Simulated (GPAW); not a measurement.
# Tl (P6_3/mmc) in GPAW: convergence with smearing width (eV)

Aim: find how far smearing width (eV) must go before the results for Tl settle, at r2SCAN. This setting moves, with any that are tied to it; all else stays.

Program: GPAW 26.7.0. These are calculated values, not measurements. Logs are shortened: lines on timing, memory, paths and dates and some standing lists are left out, and cuts for length are marked. The log counts tension as positive stress, the text compression.

**1. Starting point**

The structure is hexagonal, space group P6_3/mmc (No. 194). Conventional cell: a = 3.456 Å, b = 3.456 Å, c = 5.525 Å, α = 90.00°, β = 90.00°, γ = 120.00°. Around Tl (site symmetry -6m2) lie 12 Tl at 3.41 to 3.46 Å.

**2. With smearing width (eV) 0.5**

Contents of run.py:

```python
from ase.dft.bandgap import bandgap
from ase.io import read, write
from ase.units import GPa
from gpaw import GPAW, PW

atoms = read('Tl.xyz')

calc = GPAW(mode=PW(600),
            xc='MGGA_X_R2SCAN+MGGA_C_R2SCAN',
            kpts={'size': (7, 7, 4), 'gamma': True},
            occupations={'name': 'methfessel-paxton', 'order': 0, 'width': 0.5},
            nbands=23,
            convergence={'density': 1e-05, 'energy': 1e-05},
            maxiter=100,
            txt='gpaw.txt')
atoms.calc = calc
energy = atoms.get_potential_energy()
forces = atoms.get_forces()
stress = atoms.get_stress()
calc.write('gs.gpw')
write('result.traj', atoms)
print(f'Energy: {energy:.6f} eV')
print('Forces (eV/A):')
print(forces.round(4))
print('Stress (GPa):', (stress / GPa).round(3))
print('Fermi level:', round(calc.get_fermi_level(), 4), 'eV')
print(f'Gap: {bandgap(calc)[0]:.4f} eV, direct: {bandgap(calc, direct=True)[0]:.4f} eV')
```

Contents of Tl.xyz:

```xyz
2
Lattice="3.4560000000 0.0000000000 0.0000000000 -1.7280000000 2.9929837955 0.0000000000 0.0000000000 0.0000000000 5.5250000000" Properties=species:S:1:pos:R:3 pbc="T T T"
Tl     1.7280000002      0.9976612651      4.1437500000
Tl    -0.0000000002      1.9953225304      1.3812500000
```

Potentials or basis: GPAW PAW data sets (gpaw-data 1.2.1), pw.

The run is started by

```
$ OMP_NUM_THREADS=1 python run.py
```

gpaw.txt:

```text
__  _  _
 | _ |_)|_||  |
 |__||  | ||/\| - 26.7.0

Input parameters:
  mode=PW(ecut=600.0),
  convergence={'density': 1e-05, 'energy': 1e-05},
  kpts=MonkhorstPack(size=(7, 7, 4), gamma=True),
  maxiter=100,
  nbands=23,
  occupations=Occupations(name='methfessel-paxton', order=0, width=0.5),
  xc=XC(name='MGGA_X_R2SCAN+MGGA_C_R2SCAN')

Diagonalizing LCAO Hamiltonian
Converting LCAO to pw mode

           Tl

        Tl

Atoms  # Å, Bohr magnetons
|   | symbol |         x |        y |        z |    initial magnetic moments |
|---|--------|-----------|----------|----------|-----------------------------|
| 0 |     Tl |  1.728000 | 0.997661 | 4.143750 | ( 0.0000,  0.0000,  0.0000) |
| 1 |     Tl | -0.000000 | 1.995323 | 1.381250 | ( 0.0000,  0.0000,  0.0000) |

Unit cell  # Å
| periodic |         x |        y |        z |  lengths |     angles |
|----------|-----------|----------|----------|----------|------------|
|      yes |  3.456000 | 0.000000 | 0.000000 | 3.456000 |  90.000000 |
|      yes | -1.728000 | 2.992984 | 0.000000 | 3.456000 |  90.000000 |
|      yes |  0.000000 | 0.000000 | 5.525000 | 5.525000 | 120.000000 |

Number of symmetries: 12
Symmetry operations  # r_c * U_cc + t_c -> r_c
|    | kind |            matrix            |
|----|------|------------------------------|
|  0 |  σ   |  1, 1, 0,  0,-1, 0,  0, 0, 1 |
|  1 |  S6  |  1, 1, 0, -1, 0, 0,  0, 0,-1 |
|  2 |  E   |  1, 0, 0,  0, 1, 0,  0, 0, 1 |
|  3 |  C2  |  1, 0, 0, -1,-1, 0,  0, 0,-1 |
|  4 |  C2  |  0, 1, 0,  1, 0, 0,  0, 0,-1 |
|  5 |  C3  |  0, 1, 0, -1,-1, 0,  0, 0, 1 |
|  6 |  S6  |  0,-1, 0,  1, 1, 0,  0, 0,-1 |
|  7 |  σ   |  0,-1, 0, -1, 0, 0,  0, 0, 1 |
|  8 |  σ   | -1, 0, 0,  1, 1, 0,  0, 0, 1 |
|  9 |  i   | -1, 0, 0,  0,-1, 0,  0, 0,-1 |
| 10 |  C3  | -1,-1, 0,  1, 0, 0,  0, 0, 1 |
| 11 |  C2  | -1,-1, 0,  0, 1, 0,  0, 0,-1 |

BZ-sampling:
  Number of BZ points: 196
  Number of IBZ points: 28

  Monkhorst-Pack size: [7, 7, 4]
  Monkhorst-Pack shift: [0.0, 0.0, 0.125]

K-points  # in reciprocal-cell coordinates
|     |                                coordinates |     weight |
|-----|--------------------------------------------|------------|
|   0 | (  0.00000000,   0.00000000,   0.00000000) | 0.00510204 |
|   1 | (  0.00000000,   0.00000000,   0.25000000) | 0.01020408 |
|   2 | (  0.00000000,   0.00000000,   0.50000000) | 0.00510204 |
|   3 | (  0.14285714,   0.00000000,  -0.25000000) | 0.03061224 |
|   4 | (  0.14285714,   0.00000000,   0.00000000) | 0.03061224 |
|   5 | (  0.14285714,   0.00000000,   0.25000000) | 0.03061224 |
|   6 | (  0.14285714,   0.00000000,   0.50000000) | 0.03061224 |
|   7 | (  0.28571429,  -0.14285714,   0.00000000) | 0.03061224 |
|   8 | (  0.28571429,  -0.14285714,   0.25000000) | 0.06122449 |
|   9 | (  0.28571429,  -0.14285714,   0.50000000) | 0.03061224 |
| ... |                                            |            |
|  27 | (  0.42857143,   0.42857143,   0.50000000) | 0.03061224 |

Plane wave coefficients: 1918
Cutoff: 600.0 eV

Spin-components: 1 (collinear spins)
Bands:           23
Projectors:      12
Spin-degeneracy: 2
Datatype:        complex128

Parallelization:
  kpt:    1
  domain: 1
  band:   1

Density:
  Valence electrons: 26.0
  Components: 1
  Grid points: [20 20 32]
  Charge: 0.0  # |e|

Potential:
  Grid points: [20 20 32]

species:
  Tl:
    name:    Thallium
    Z:       81.0
    valence: 13
    core:    68
    charge:  0.0  # [|e|]
    compensation charges:
      type: gauss
      rc: 0.38  # [Å]
      lmax: 2
    cutoffs:
      filter: 2.11  # [Å]
      core: 2.55  # [Å]
    projectors
    | kind |    occ | energy [eV] | rcut [Å] |
    |------|--------|-------------|----------|
    |   6s |  2.000 |      -9.493 |    1.212 |
    |   6p |  1.000 |      -2.379 |    1.270 |
    |   5d | 10.000 |     -15.517 |    1.191 |
    |    s |        |      17.718 |    1.212 |
    |    p |        |      24.832 |    1.270 |
    |    d |        |      11.695 |    1.191 |

    Using partial waves for Tl as LCAO basis

Reference energy: -1100089.960543  # eV

eigensolver:
  PPCG
  Converge bands: occupied
  niter=2

density mixing:
  MSR1-Mixer
  Pratt-step length: 0.05
  Maximum mixing coefficient: 0.75
  Old densities: 10
  SVD Regularization: 0.005
  Good broyden scale: 1.0
  Trust region scale: 1.0
  Backstep threshold: 4.0
  History deletion threshold: 6.0
  Fourier metric: weight=20.0, sigma=0.015

occupation numbers:
  Methfessel-Paxton:
    width: 0.5000  # eV
    order: 0

poisson solver:
  ecut: 4800.0  # eV

xc functional:
  name: MGGA_X_R2SCAN+MGGA_C_R2SCAN with 2 nearest neighbor stencil

convergence criteria:
[... 6 lines left out ...]
|iter     | |      energy | eigst |  dens |
|---------|-|-------------|-------|-------|
|iter:   1| |  -42.677114 | -0.31 |       |
|iter:   2| |  -38.259207 | -1.06 | -1.62 |
|iter:   3| |  -38.259665 | -2.75 | -1.74 |
|iter:   4| |  -38.265166 | -2.56 | -1.82 |
|iter:   5| |  -38.277406 | -2.57 | -2.13 |
|iter:   6| |  -38.277057 | -4.44 | -2.38 |
|iter:   7| |  -38.276586 | -4.69 | -2.53 |
|iter:   8| |  -38.276476 | -5.68 | -2.85 |
|iter:   9| |  -38.276388c| -4.88 | -2.94 |
|iter:  10| |  -38.276552c| -4.88 | -3.21 |
|iter:  11| |  -38.276575c| -5.43 | -3.57 |
|iter:  12| |  -38.276575c| -7.07 | -4.32 |
|iter:  13| |  -38.276574c| -8.27c| -4.74 |
|iter:  14| |  -38.276574c| -8.54c| -5.48c|

Converged in 14 steps
Energy contributions relative to reference atoms: (reference = -1100089.960543)

Energy contributions:
  Kinetic:          31.062949
  Coulomb:         -28.469148
  Zero:              0.065698
  External:          0.000000
  Xc:              -40.865435
  Entropy:          -0.141278
  Spinorbit:         0.000000
  ----------------------------
  Free energy:     -38.347213
  Extrapolated:    -38.276574

dipole moment: (0.000001, 0.000003, 0.000005)  # |e|*Ang

Fermi level: 7.242
Eigenvalues  # (at kpt = [0.000, 0.000, 0.000])
| band index |      eig [eV] | occ [0-2] |
|------------|---------------|-----------|
|          0 |        -5.150 |     2.000 |
|        ... |               |           |
|          5 |        -4.835 |     2.000 |
|          6 |        -4.782 |     2.000 |
|          7 |        -4.782 |     2.000 |
|          8 |        -4.432 |     2.000 |
|          9 |        -4.432 |     2.000 |
|         10 |        -3.172 |     2.000 |
[... 8 lines left out ...]
|         19 |        18.691 |     0.000 |
|         20 |        20.927 |     0.000 |
|        ... |               |           |
|         22 |        22.647 |     0.000 |

No gap
No difference between direct/indirect transitions

Forces  # eV/Ang
|       x |        y |        z |
|---------|----------|----------|
| 0.00000 |  0.00000 |  0.00006 |  # Tl   0
| 0.00000 | -0.00000 | -0.00006 |  # Tl   1

Stress tensor  # eV/Ang^3
|         x |         y |         z |
|-----------|-----------|-----------|
| -0.012126 |  0.000000 |  0.000000 |
|  0.000000 | -0.012126 | -0.000000 |
|  0.000000 | -0.000000 | -0.011109 |

# Writing to gs.gpw (mode='')
```

Run time: 43 s. Hardware: 1 thread of Intel Xeon Platinum 8488C (Sapphire Rapids), shared host; peak memory 0.27 GiB.

What came out:

```yaml
Free_energy: -38.3472 eV
Pressure: 1.9 GPa
Band_gap_on_the_k_mesh: none (metal or under the smearing width)
```

**3. With smearing width (eV) 0.3**

run.py: that of step 2 with these lines changed.

```diff
@@ -10,3 +10,3 @@
             kpts={'size': (7, 7, 4), 'gamma': True},
-            occupations={'name': 'methfessel-paxton', 'order': 0, 'width': 0.5},
+            occupations={'name': 'methfessel-paxton', 'order': 0, 'width': 0.3},
             nbands=23,
```

Tl.xyz is that of step 2.

Potentials or basis: GPAW PAW data sets (gpaw-data 1.2.1), pw.

The run is started by

```
$ OMP_NUM_THREADS=1 python run.py
```

Wall time 43 s (1 thread of Intel Xeon Platinum 8488C (Sapphire Rapids), shared host); peak memory 0.27 GiB.

What came out:

| Item | Value |
| --- | --- |
| Free energy | -38.2994 eV |
| Pressure | 1.7 GPa |
| Band gap on the k mesh | none (metal or under the smearing width) |

**4. With smearing width (eV) 0.2**

run.py: that of step 3 with these lines changed.

```diff
@@ -10,3 +10,3 @@
             kpts={'size': (7, 7, 4), 'gamma': True},
-            occupations={'name': 'methfessel-paxton', 'order': 0, 'width': 0.3},
+            occupations={'name': 'methfessel-paxton', 'order': 0, 'width': 0.2},
             nbands=23,
```

Tl.xyz is that of step 3.

The run is started by

```
$ OMP_NUM_THREADS=1 python run.py
```

Run time: 40 s. Hardware: 1 thread of Intel Xeon Platinum 8488C (Sapphire Rapids), shared host; peak memory 0.28 GiB.

Results (log left out):

| Item | Value |
| --- | --- |
| Free energy | -38.2818 eV |
| Pressure | 1.7 GPa |
| Band gap on the k mesh | none (metal or under the smearing width) |

**5. With smearing width (eV) 0.15**

run.py: that of step 4 with these lines changed.

```diff
@@ -10,3 +10,3 @@
             kpts={'size': (7, 7, 4), 'gamma': True},
-            occupations={'name': 'methfessel-paxton', 'order': 0, 'width': 0.2},
+            occupations={'name': 'methfessel-paxton', 'order': 0, 'width': 0.15},
             nbands=23,
```

Tl.xyz is that of step 4.

The run is started by

```
$ OMP_NUM_THREADS=1 python run.py
```

Run time: 41 s. Hardware: 1 thread of Intel Xeon Platinum 8488C (Sapphire Rapids), shared host; peak memory 0.27 GiB.

It converged, with:

```
Free energy            : -38.2748 eV
Pressure               : 1.7 GPa
Band gap on the k mesh : none (metal or under the smearing width)
```

**6. With smearing width (eV) 0.1**

run.py: that of step 5 with these lines changed.

```diff
@@ -10,3 +10,3 @@
             kpts={'size': (7, 7, 4), 'gamma': True},
-            occupations={'name': 'methfessel-paxton', 'order': 0, 'width': 0.15},
+            occupations={'name': 'methfessel-paxton', 'order': 0, 'width': 0.1},
             nbands=23,
```

Tl.xyz is that of step 5.

Potentials or basis: GPAW PAW data sets (gpaw-data 1.2.1), pw.

The run is started by

```
$ OMP_NUM_THREADS=1 python run.py
```

It took 40 s on 1 thread of Intel Xeon Platinum 8488C (Sapphire Rapids), shared host; peak memory 0.28 GiB.

The run converged. Its results:

```
Free energy            : -38.2690 eV
Pressure               : 1.7 GPa
Band gap on the k mesh : none (metal or under the smearing width)
```

**7. With smearing width (eV) 0.05**

run.py: that of step 6 with these lines changed.

```diff
@@ -10,3 +10,3 @@
             kpts={'size': (7, 7, 4), 'gamma': True},
-            occupations={'name': 'methfessel-paxton', 'order': 0, 'width': 0.1},
+            occupations={'name': 'methfessel-paxton', 'order': 0, 'width': 0.05},
             nbands=23,
```

Tl.xyz is that of step 6.

The run is started by

```
$ OMP_NUM_THREADS=1 python run.py
```

Run time: 48 s. Hardware: 1 thread of Intel Xeon Platinum 8488C (Sapphire Rapids), shared host; peak memory 0.28 GiB.

The run converged. Its results:

- Free energy: -38.2643 eV
- Pressure: 1.7 GPa
- Band gap on the k mesh: none (metal or under the smearing width)

**8. With smearing width (eV) 0.025**

run.py: that of step 7 with these lines changed.

```diff
@@ -10,3 +10,3 @@
             kpts={'size': (7, 7, 4), 'gamma': True},
-            occupations={'name': 'methfessel-paxton', 'order': 0, 'width': 0.05},
+            occupations={'name': 'methfessel-paxton', 'order': 0, 'width': 0.025},
             nbands=23,
```

Tl.xyz is that of step 7.

The run is started by

```
$ OMP_NUM_THREADS=1 python run.py
```

Run time: 44 s. Hardware: 1 thread of Intel Xeon Platinum 8488C (Sapphire Rapids), shared host; peak memory 0.27 GiB.

It converged, with:

```yaml
Free_energy: -38.2622 eV
Pressure: 1.6 GPa
Band_gap_on_the_k_mesh: none (metal or under the smearing width)
```

**9. With smearing width (eV) 0.01**

run.py: that of step 8 with these lines changed.

```diff
@@ -10,3 +10,3 @@
             kpts={'size': (7, 7, 4), 'gamma': True},
-            occupations={'name': 'methfessel-paxton', 'order': 0, 'width': 0.025},
+            occupations={'name': 'methfessel-paxton', 'order': 0, 'width': 0.01},
             nbands=23,
```

Tl.xyz is that of step 8.

Potentials or basis: GPAW PAW data sets (gpaw-data 1.2.1), pw.

The run is started by

```
$ OMP_NUM_THREADS=1 python run.py
```

It took 48 s on 1 thread of Intel Xeon Platinum 8488C (Sapphire Rapids), shared host; peak memory 0.28 GiB.

The run converged. Its results:

- Free energy: -38.2615 eV
- Pressure: 1.6 GPa
- Band gap on the k mesh: none (metal or under the smearing width)

**10. Result**

```csv
smearing width (eV),"energy less the tightest run, at zero smearing (meV/atom)",pressure (GPa),SCF cycles,CPU time (s),peak memory (GiB)
0.5,-7.56,1.89,14,43,0.27
0.3,-4.19,1.74,14,42,0.27
0.2,-2.52,1.70,14,40,0.28
0.15,-1.87,1.69,14,41,0.27
0.1,-1.22,1.68,14,40,0.28
0.05,-0.29,1.67,14,48,0.28
0.025,0.05,1.64,14,44,0.27
0.01,0.00,1.60,14,48,0.28
```

Against the tightest run, the energy stays within 1 meV/atom from 0.05 on; the pressure stays within 0.1 GPa from 0.2 on. Narrower smearing needs a denser k mesh, so at a fixed mesh the narrowest width isn't the most accurate. The tightest run that finished is the yardstick and may itself not be fully converged.

Caveats: the PAW data sets were made with another functional, which shifts forces and pressure a little.
